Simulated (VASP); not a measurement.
**PbF2 (Fluorocronite) under changes of volume**

One of the cells (17.701 Å³/atom); the others are scaled copies at fixed shape and fractional positions:

```
Pb F
1.0
     0.00000    2.98329    2.98329
     2.98329    0.00000    2.98329
     2.98329    2.98329    0.00000
Pb F
1 2
Direct
  0.00000 0.00000 0.00000
  0.75000 0.75000 0.75000
  0.25000 0.25000 0.25000
```

```yaml
Program: VASP 6.6.1
Functional: PBE
Potentials_or_basis: VASP PAW PBE potentials, release 64 (Pb_d, F)
Cutoff: 520 eV
k_mesh: 8 × 8 × 8
Occupations: fermi-dirac, width 0.05 eV
Spin: no spin polarisation
```

```tsv
volume (Å³/atom)	energy over the lowest point (meV/atom)	pressure (GPa)	gap on the mesh (eV)
16.313	?	?	?
16.660	25.13	6.0	4.40
17.007	13.49	4.2	4.41
17.701	1.31	1.0	4.42
18.048	0.00	-0.4	4.42
18.395	1.53	-1.6	4.41
```

Q: What does the run at 16.313 Å³/atom give?

A: Energy over the lowest point 41.14 meV/atom; pressure 8.1 GPa; gap on the mesh 4.39 eV.

Worked out: A Birch-Murnaghan fit of order 3 (a polynomial in V^(-2/3)) to the other rows has its minimum at 18.03 Å³/atom with B0 = V·E''(V) = 67 GPa and B' = 4.3. It gives 41.00 meV/atom at 16.313 Å³/atom, against the run's 41.14, and -dE/dV = 8.4 GPa, against 8.1. A parabola through the other rows of the gap, of slope 0.964 eV per unit of ln V there, extrapolates to 4.38 eV, against the run's 4.39.

Energies are extrapolated to zero smearing.

Caveats: spin-orbit coupling is left out, which as a rule narrows the gap of such compounds by several tenths of an eV.

A mesh can miss the band edges.
